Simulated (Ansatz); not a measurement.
(100) slab cut from the bulk of BP, F-43m (No. 216); the slab's formula is BP:

```xyz
10
Lattice="3.1962 0.0000 0.0000 0.0000 3.1962 0.0000 0.0000 0.0000 25.1704" Properties=species:S:1:pos:R:3 pbc="T T T"
P     0.0000    1.5981    7.5000
B     1.5981    1.5981    8.6300
P     1.5981    0.0000    9.7601
B     0.0000    0.0000   10.8901
P     0.0000    1.5981   12.0202
B     1.5981    1.5981   13.1502
P     1.5981    0.0000   14.2803
B     0.0000    0.0000   15.4103
P     0.0000    1.5981   16.5403
B     1.5981    1.5981   17.6704
```

These are results of DFT PBEsol, scalar-relativistic, plane waves, PAW (Ansatz), not measurements. Cutoff 420 eV; k points 8×8×1 on the computed 10-atom cell (Γ-centred); Gaussian smearing, width 0.05 eV; no spin polarisation. A dipole correction removes the field between periodic images along c.

Problem. What forces act on the atoms?

Solution.
```
atom Fx (eV/Å) Fy (eV/Å) Fz (eV/Å)
  P1      0.000      0.000      0.041
  B2      0.000      0.000     -0.013
  P3      0.000      0.000      0.053
  B4      0.000      0.000     -0.007
  P5      0.000      0.000     -0.081
  B6      0.000      0.000     -0.025
  P7      0.000      0.000      0.191
  B8      0.000      0.000     -0.133
  P9      0.000      0.000      1.821
 B10      0.000      0.000     -1.847
```

Cost: 1 run of about 0.78 core-minutes, on Intel Xeon Processor @ 2.50GHz (Skylake/Cascade Lake) (shared hosts).